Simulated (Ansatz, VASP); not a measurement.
# BAs in two plane-wave programs, part 2 of 2

Wanted: the spread between two codes on one cell, functional and k mesh. The cell is taken from a series of VASP runs on this material, whose earlier steps may have relaxed, scaled or displaced it; both programs get it as it stands.

VASP 6.6.1 and Ansatz 0.2.0.

So far: The structure; VASP: elastic constants, r2SCAN with rVV10.

**3. Ansatz: elastic constants, r2SCAN with rVV10**

Level of this step: Ansatz beside VASP: Kohn-Sham DFT, plane waves, r2SCAN with rVV10 (Ansatz).

Ansatz runs on its default PAW (the set named soft_2) files.

The same cell, functional, mesh and smearing now go to Ansatz, which takes its cutoff from its data sets.

The input, input.yaml:

```yaml
crystal:
  lattice:
    - [0.0, 2.3898420644, 2.3898420644]
    - [2.3898420644, 0.0, 2.3898420644]
    - [2.3898420644, 2.3898420644, 0.0]
  atoms:
    - { symbol: B, position: [0.0, 0.0, 0.0] }
    - { symbol: As, position: [0.25, 0.25, 0.25] }
hamiltonian:
  xc: r2scan
  pseudopotentials: { kind: paw }
  dispersion: rvv10
kpoints:
  mp_grid: { grid: [7, 7, 7] }
scf:
  occupations: { method: gaussian, width: 0.05 }
elastic:
  mode: relaxed_ion
  stencil: two_point
output:
  forces: true
  stress: true
```

Launch:

```
$ ansatz run input.yaml --threads 4 --pin off --max-ram 9216MiB --backend cpu --events-out ev --progress --plain --runs-dir out
```

Numbers of over 12 decimals in the logs are rounded to 6 here.

Log:

```text
Engine: ansatz 0.2.0, aarch64-unknown-linux-gnu
Pseudopotentials: kind: paw
Pseudopotential: B, paw, valence charge 3, recommended cutoff 500 eV (meta_gga), B.paw.azcp
Pseudopotential: As, paw, valence charge 15, recommended cutoff 500 eV (meta_gga), As.paw.azcp
Functional definition: r2SCAN+rVV10
  parameter k0 = 0.174
  parameter k1 = 0.065
  parameter a1 = 4.9479
  exchange = r2scan_x(k0 = k0, k1 = k1, a1 = a1)
  correlation = r2scan_c + rvv10(11.95, 0.0093)
Crystal: 2 atoms, lattice volume = 27.298 Å³
Basis set: ecut = 500 eV, 701 PW (Γ), exchange–correlation on 120×120×120 points (64 copies of the dense FFT grid, shifted against one another)
Bands: 13, of which v1, the nominal top of the filled ones, is band 9 counted from 1 (8 counted from 0)
Symmetry: 24 space group operations
Space group: F-43m (ITA 216), of the structure as read, at distance tolerance 3.0e-5 Å
k-points: 20 of 343 (time reversal used)
Non-local potential: B, projectors of the file, l = 0: 2, l = 1: 2, l = 2: 1
Non-local potential: As, projectors of the file, l = 0: 2, l = 1: 2, l = 2: 3, l = 3: 1
PAW form: soft (Blöchl's): semilocal exchange-correlation on the pseudo side does not see the compensation charge
rVV10 density: all electrons in the spheres
PAW frozen core: B, regenerated for the run's functional (the file was generated under x = pbe(κ = 0.804, μ = 0.219515), c = pbe(β = 0.066725))
PAW frozen core: As, regenerated for the run's functional (the file was generated under x = pbe(κ = 0.804, μ = 0.219515), c = pbe(β = 0.066725))
PAW one-centre angular grid: B, 302 points (default); XC on 160 Gauss nodes
PAW one-centre angular grid: As, 590 points (default); XC on 160 Gauss nodes
Initial density: superposition of atomic densities (neutral atoms: chi_scale 0, normalization atom), corrected by the library's trained network
Initial wavefunctions: pseudopotential atomic-orbital guess
Functional: x = r2scan, c = r2scan + rvv10(b = 11.95, C = 0.0093); τ floored in thin density (d = 2e-4 eV/Å³)
SCF iter   1: F=—  HF=-5019.974715 eV  |F-HF|=—  |Δ(HF+E_count)|=         —  Δρ=6.02e-3  dr2=1.11e-2  dr2_τ=9.44e-2  ethr=1.77e-3  ⟨swp⟩=5.7  Hψ=1525  notcnv=0
preconditioner: auto → none  [insulator: Δε(μ)=1.322 eV  Ē_g=13.160 eV  σ=0.050 eV  W_gap=1.00  n_scr=8 (ndim 8)  ℏωp=20.1 eV  f_vac=0.001  D(μ)=0.00/eV (n_scr^D=0)  ε∞_Penn≈3.3]
SCF iter   2: F=—  HF=-5019.998963 eV  |F-HF|=—  |Δ(HF+E_count)|=   2.42e-2  Δρ=2.43e-3  dr2=8.52e-4  dr2_τ=1.23e-4  ethr=6.16e-5  ⟨swp⟩=2.0  Hψ=680  notcnv=0
SCF iter   3: F=—  HF=-5019.999010 eV  |F-HF|=—  |Δ(HF+E_count)|=   4.63e-5  Δρ=1.30e-3  dr2=2.01e-4  dr2_τ=3.93e-6  ethr=4.73e-6  ⟨swp⟩=2.0  Hψ=440  notcnv=0
SCF iter   4: F=—  HF=-5019.999062 eV  |F-HF|=—  |Δ(HF+E_count)|=   5.21e-5  Δρ=1.45e-4  dr2=2.62e-6  dr2_τ=1.11e-7  ethr=1.12e-6  ⟨swp⟩=1.0  Hψ=260  notcnv=0
SCF iter   5: F=—  HF=-5019.999064 eV  |F-HF|=—  |Δ(HF+E_count)|=   1.74e-6  Δρ=1.83e-5  dr2=5.25e-8  dr2_τ=1.94e-9  ethr=1.46e-8  ⟨swp⟩=2.2  Hψ=441  notcnv=0
SCF iter   6: F=—  HF=-5019.999063 eV  |F-HF|=—  |Δ(HF+E_count)|=   1.02e-6  Δρ=3.11e-6  dr2=1.15e-9  dr2_τ=4.87e-11  ethr=2.92e-10  ⟨swp⟩=2.0  Hψ=331  notcnv=0
SCF iter   7: F=—  HF=-5019.999063 eV  |F-HF|=—  |Δ(HF+E_count)|=   1.00e-9  Δρ=2.98e-7  dr2=2.35e-11  dr2_τ=2.60e-12  ethr=6.37e-12  ⟨swp⟩=2.0  Hψ=440  notcnv=0
SCF iter   8: F=—  HF=-5019.999063 eV  |F-HF|=—  |Δ(HF+E_count)|=    0.00e0  Δρ=1.52e-7  dr2=4.80e-12  dr2_τ=1.54e-13  ethr=1.30e-13 (applied; sched 1.00e-12)  ⟨swp⟩=2.0  Hψ=340  notcnv=0
SCF iter   9: F=-5019.999063 eV  HF=-5019.999063 eV  |F-HF|=0.00e0  |Δ(HF+E_count)|=  3.64e-12  Δρ=1.72e-8  dr2=6.16e-14  dr2_τ=3.29e-15  ethr=1.00e-12  ⟨swp⟩=3.0  Hψ=920  notcnv=0
SCF 1 converged in 9 iterations: F = -5019.999063 eV  dr2 = 6.16e-14
  greatest PAW one-centre occupation: 0.999 electrons in one spin orbital (limit 2), on the As atom at site 1 (counted from 0), in its partial waves of l = 2
rVV10 density: all electrons in the spheres
Initial density: handed on by an earlier stage of this run
Initial wavefunctions: those handed on with the density
iter 1 solved again at ethr=1.00e-12 eV; its pass at ethr=3.10e-3 eV (dr2=4.60e-14 eV) is discarded
SCF iter   1: F=—  HF=-5019.999063 eV  |F-HF|=—  |Δ(HF+E_count)|=         —  Δρ=1.73e-8  dr2=6.21e-14  dr2_τ=3.27e-15  ethr=1.00e-12  ⟨swp⟩=1.6  Hψ=1518  notcnv=0
preconditioner: auto → none  [insulator: Δε(μ)=1.360 eV  Ē_g=13.131 eV  σ=0.050 eV  W_gap=1.00  n_scr=8 (ndim 8)  ℏωp=20.1 eV  f_vac=0.001  D(μ)=0.00/eV (n_scr^D=0)  ε∞_Penn≈3.3]
SCF iter   2: F=-5019.999063 eV  HF=-5019.999063 eV  |F-HF|=1.82e-12  |Δ(HF+E_count)|=  9.09e-13  Δρ=8.12e-9  dr2=1.01e-14  dr2_τ=5.67e-16  ethr=1.00e-12  ⟨swp⟩=4.0  Hψ=774  notcnv=0
SCF 2 converged in 2 iterations: F = -5019.999063 eV  dr2 = 1.01e-14
Crystal: 2 atoms, lattice volume = 27.244 Å³
Symmetry: 8 space group operations
k-points: 40 of 343 (time reversal used)
rVV10 density: all electrons in the spheres
iter 1 solved again at ethr=1.82e-7 eV; its pass at ethr=3.10e-3 eV (dr2=3.28e-5 eV) is discarded
SCF iter   1: F=—  HF=-5019.999103 eV  |F-HF|=—  |Δ(HF+E_count)|=         —  Δρ=2.91e-4  dr2=3.17e-5  dr2_τ=8.43e-6  ethr=1.82e-7  ⟨swp⟩=2.8  Hψ=3409  notcnv=0
[...]
SCF iter   6: F=—  HF=-5019.999004 eV  |F-HF|=—  |Δ(HF+E_count)|=   1.33e-9  Δρ=4.63e-7  dr2=5.71e-11  dr2_τ=2.76e-12  ethr=2.08e-11  ⟨swp⟩=3.0  Hψ=1413  notcnv=0
SCF iter   7: F=—  HF=-5019.999004 eV  |F-HF|=—  |Δ(HF+E_count)|=  2.09e-11  Δρ=1.09e-7  dr2=1.30e-12  dr2_τ=2.18e-14  ethr=3.17e-13 (applied; sched 1.00e-12)  ⟨swp⟩=2.0  Hψ=1408  notcnv=0
SCF iter   8: F=-5019.999004 eV  HF=-5019.999004 eV  |F-HF|=1.82e-12  |Δ(HF+E_count)|=  2.73e-12  Δρ=2.48e-8  dr2=6.34e-14  dr2_τ=2.23e-15  ethr=1.00e-12  ⟨swp⟩=4.1  Hψ=2695  notcnv=0
SCF 5 converged in 8 iterations: F = -5019.999004 eV  dr2 = 6.34e-14
relax step   1: F+E_penalty+E_count = -5019.99900354 eV  Δ(F+E_penalty+E_count) = +0.000e0 eV  max|allowed force component| = 1.340e-2 eV/Å  Δτ_max = 0.0000 Å  (8 SCF iters, accepted)
[...]
relax step   2: F+E_penalty+E_count = -5019.99900833 eV  Δ(F+E_penalty+E_count) = -4.792e-6 eV  max|allowed force component| = 4.106e-3 eV/Å  Δτ_max = 0.0003 Å  (6 SCF iters, accepted)
[...]
relax step   3: F+E_penalty+E_count = -5019.99900882 eV  Δ(F+E_penalty+E_count) = -4.964e-7 eV  max|allowed force component| = 6.447e-8 eV/Å  Δτ_max = 0.0001 Å  (5 SCF iters, accepted)
[...]
relax step   1: F+E_penalty+E_count = -5019.99900354 eV  Δ(F+E_penalty+E_count) = +0.000e0 eV  max|allowed force component| = 1.340e-2 eV/Å  Δτ_max = 0.0000 Å  (8 SCF iters, accepted)
[...]
relax step   2: F+E_penalty+E_count = -5019.99900882 eV  Δ(F+E_penalty+E_count) = -5.289e-6 eV  max|allowed force component| = 2.042e-7 eV/Å  Δτ_max = 0.0004 Å  (6 SCF iters, accepted)
rVV10 density: all electrons in the spheres
iter 1 solved again at ethr=1.00e-12 eV; its pass at ethr=3.10e-3 eV (dr2=1.59e-14 eV) is discarded
SCF iter   1: F=—  HF=-5019.999009 eV  |F-HF|=—  |Δ(HF+E_count)|=         —  Δρ=1.02e-8  dr2=1.27e-14  dr2_τ=3.98e-16  ethr=1.00e-12  ⟨swp⟩=1.4  Hψ=4935  notcnv=0
SCF iter   2: F=-5019.999009 eV  HF=-5019.999009 eV  |F-HF|=2.73e-12  |Δ(HF+E_count)|=  3.64e-12  Δρ=5.22e-9  dr2=2.77e-15  dr2_τ=6.98e-17  ethr=1.00e-12  ⟨swp⟩=4.0  Hψ=2471  notcnv=0
SCF 11 converged in 2 iterations: F = -5019.999009 eV  dr2 = 2.77e-15
SCF converged after 2 iterations
Free energy (F): -5019.999063 eV
Harris-Foulkes:  -5019.999063 eV  (|F-HF|=1.82e-12)
Internal energy: -5019.999063 eV  (E = F + TS)
E sigma→0 (E₀):  -5019.999063 eV
Fermi energy:    11.687697 eV
--- Per-component energies (eV) ---
  E_band       = -222.996409
  E_kinetic    = 151.442177
  E_local      = -1695.470241  (includes V_loc(G=0)·N_el)
  E_nonlocal   = -657.624916
  E_hartree    = 941.396777
  E_xc         = -104.266940
  E_vxc        = -125.200274  (∫ρ·V_xc dr)
  E_paw        = -1929.194212  (= ΣΔE_a)
  E_vpaw       = 214.818304  (= ΣTr[D̂ρ^β])
  E_aug_tail   = -0.000004  (compensation charges beyond the density's cutoff)
  E_vtau       = 6.244992  (kinetic-family band-sum trace: ∫τ·v_τ [+ j·A + Jᵃ·Aᵃ] dr)
  E_ewald      = -1724.805853
  E_core_change = -1.475850  (= ΣΔE_core)
  E_smearing   = -0.000000  (= −TS)
  E_closure    = -0.000000  (closes the sum)
  Σ components = -5019.999063   (vs F -5019.999063, Δ=0.00e0)
--- Forces (eV/Å), atoms counted from 1 ---
  atom   1  B      0.00000000    -0.00000000     0.00000000
  atom   2  As     0.00000000    -0.00000000    -0.00000000
  max |Σ_I F_I| component: 5.61e-16 eV/Å
--- Stress (GPa, compression-positive) ---
       -0.448336       0.000000      -0.000000
       -0.000000      -0.448336       0.000000
       -0.000000       0.000000      -0.448336
  P = ⅓ Tr σ = -0.4483 GPa (-4.483 kbar)
--- Band table (eV; the first three rows and the last of 20) ---
  k-point 0: bands = [... 5 lower, -5.1526, 11.0083, 11.0083, 11.0083, 14.4393, 14.4393, 14.4393, 16.0991]
  k-point 1: bands = [... 5 lower, -4.8015, 8.4904, 10.4302, 10.4302, 14.6229, 15.2001, 15.2001, 17.7260]
  k-point 2: bands = [... 5 lower, -3.7921, 4.9652, 9.6005, 9.6005, 14.2383, 16.0333, 16.0333, 19.9644]
  k-point 19: bands = [... 5 lower, -0.7226, 2.4786, 4.8625, 6.4819, 15.1490, 17.8320, 18.7334, 19.5067]
--- Elastic constants: 2 strain directions × 2 members + reference (group order 24) ---
  dense FFT box of the reference and of every strained cell: 30×30×30
  strains applied: 11, 23; error gains: componentwise 1.00 (the most a stress slope's error grows in a printed constant), spectral 1.73 (1 for all six strains in a standard setting)
  C = ∂σ_k/∂η_j (tension-positive GPa; Voigt order 11 22 33 23 13 12):
       289.183     68.055     68.055     -0.000      0.000      0.000
        68.055    289.183     68.055     -0.000      0.000     -0.000
        68.055     68.055    289.183     -0.000     -0.000      0.000
         0.000      0.000      0.000    157.423     -0.000     -0.000
        -0.000     -0.000     -0.000      0.000    157.423     -0.000
        -0.000      0.000     -0.000      0.000     -0.000    157.423
  reference stress σ⁰ (GPa):      0.448      0.448      0.448     -0.000      0.000     -0.000
  C* (energy form; C + prestress term) asymmetry max|C*_kj − C*_jk| = 1.421e-14 GPa — a small one proves nothing (zero by symmetry where the batch's group is 432, −43m or m−3m); a large one is finite-difference/SCF noise where every solve meets its electron count
  moduli (Voigt/Reuss/Hill, GPa): K = 141.76/141.76/141.76   G = 138.68/134.60/136.64   E = 310.25   ν = 0.135
  mechanically stable: yes (min eigenvalue of sym C = 157.42 GPa)
  strain η (Voigt 11):  stress-route row diagonal C_11 = 289.18 GPa, energy-path curvature d²(F+E_count+ΔE)/dδ²/Ω₀ = 289.14 GPa
         δ    σ_11 (GPa)             F (eV)   n_scf  n_hpsi   n_pw
    -2.000e-3      -0.1314       -5019.9991162       8    9944    701   relax 0 steps, max|allowed force component| 1.04e-16 eV/Å
     2.000e-3       1.0253       -5019.9988130       5    7656    717   relax 0 steps, max|allowed force component| 1.04e-16 eV/Å
  strain η (Voigt 23):  stress-route row diagonal C_44 = 157.42 GPa, energy-path curvature d²(F+E_count+ΔE)/dδ²/Ω₀ = 157.18 GPa
         δ    σ_23 (GPa)             F (eV)   n_scf  n_hpsi   n_pw
    -2.000e-3      -0.3148       -5019.9990088       2    7902    705   relax 3 steps, max|allowed force component| 6.45e-8 eV/Å
     2.000e-3       0.3148       -5019.9990088       2    7909    705   relax 2 steps, max|allowed force component| 2.04e-7 eV/Å
```

Run time: 20 s. Hardware: 4 threads of Arm Neoverse V1, shared host; peak memory 0.49 GiB.

**4. Differences**

Known differences besides the potentials themselves: VASP keeps PBE cores, Ansatz makes them for the functional; the data sets hold 18 valence electrons in Ansatz (default PAW (the set named soft_2) files) and 8 in VASP. Total energies have different zeros and are not compared.

Compared:

```tsv
quantity	Ansatz	VASP	difference
C11 (GPa)	289.2	291.5	-0.80 %
C22 (GPa)	289.2	291.5	-0.80 %
C33 (GPa)	289.2	291.5	-0.80 %
C12 (GPa)	68.0	71.0	-4.18 %
C13 (GPa)	68.0	71.0	-4.18 %
C23 (GPa)	68.0	71.0	-4.18 %
C44 (GPa)	157.4	157.9	-0.29 %
C55 (GPa)	157.4	157.9	-0.29 %
C66 (GPa)	157.4	157.9	-0.29 %
```

**5. Summary of results**

```yaml
difference_in_c12_elastic_constants_r2scan_with_rvv10: -4.2 %
```

The difference in C12 is -4.2 % (elastic constants, r2SCAN with rVV10), within the 5 % picked in this series as the mark of a large difference. Such differences can come from data sets, numerical settings and the points named under the comparisons, not from the functional's error against experiment.

[Lines on the potential files, build, host, timing and source positions are cut from VASP's logs without a mark.]

[Logs are printed without paths, hosts, clocks, repeated set-up lines and the standing remarks that a program may print on its own settings, such as how far it seeks lower states.]

[Hosts, paths, dates, database ids (printed as entryN), source tags and the programs' standing remarks are cut or masked in the printed files.]
